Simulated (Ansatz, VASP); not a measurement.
# In: VASP beside Ansatz

File run.py:

```python
from ase import Atoms
from ase.calculators.vasp import Vasp
from ase.dft.bandgap import bandgap

atoms = Atoms(
    ['In'],
    cell=[[-1.88252524, 1.88252524, 1.88252524], [1.88252524, -1.88252524, 1.88252524], [1.88252524, 1.88252524, -1.88252524]],
    scaled_positions=[[0.0, 0.0, 0.0]],
    pbc=True,
)
calc = Vasp(
    directory='calc',
    xc='pbe',
    pp='PBE',
    setups='recommended',
    pp_version='54',
    prec='Accurate',
    encut=520,
    ediff=1e-06,
    ismear=0,
    sigma=0.1,
    lreal=False,
    lasph=True,
    nelm=60,
    algo='Normal',
    isif=2,
    lwave=False,
    lcharg=True,
    lelf=True,
    lvhar=True,
    kpts=[10, 10, 10],
    gamma=True,
    nbands=12,
)
atoms.calc = calc

print('energy (eV):', atoms.get_potential_energy())
print('free energy (eV):', atoms.get_potential_energy(force_consistent=True))
print('forces (eV/A):')
print(atoms.get_forces())
print('stress (eV/A^3, Voigt):', atoms.get_stress())
print('Fermi level (eV):', calc.get_fermi_level())
gap, top, bottom = bandgap(calc)
print('band gap (eV):', gap, 'from (spin, k, band)', top, 'to', bottom)
```

File input.yaml:

```yaml
crystal:
  lattice:
    - [-1.88252524, 1.88252524, 1.88252524]
    - [1.88252524, -1.88252524, 1.88252524]
    - [1.88252524, 1.88252524, -1.88252524]
  atoms:
    - { symbol: In, position: [0.0, 0.0, 0.0] }
hamiltonian:
  xc: pbe
  pseudopotentials: { kind: paw }
kpoints:
  mp_grid: { grid: [10, 10, 10] }
scf:
  occupations: { method: gaussian, width: 0.1 }
output:
  forces: true
  stress: true
  eigenvalues: true
  write_density: true
  write_potential: true
  elf: true
  volumetric_format: npy
```

This isn't the form of In at room conditions, which is tetragonal.

Alike in both runs: task single point; functional PBE; k mesh 10 × 10 × 10; occupations gaussian, width 0.1 eV; no spin polarisation.

```csv
,VASP,Ansatz
version,VASP 6.6.1,Ansatz 0.2.0
potentials or method,"VASP PAW PBE potentials, release 54 (In_d)",Ansatz PAW
plane-wave cutoff (eV),520,420
valence electrons in the cell,13,13
```

|  | VASP | Ansatz | Ansatz less VASP |
| --- | --- | --- | --- |
| gap on the k mesh at the Fermi level (eV) | none | none | - |
| pressure (GPa) | 1.5 | 1.5 | +0.04 |

A gap of «none» marks a metal or a gap that the smearing closes.
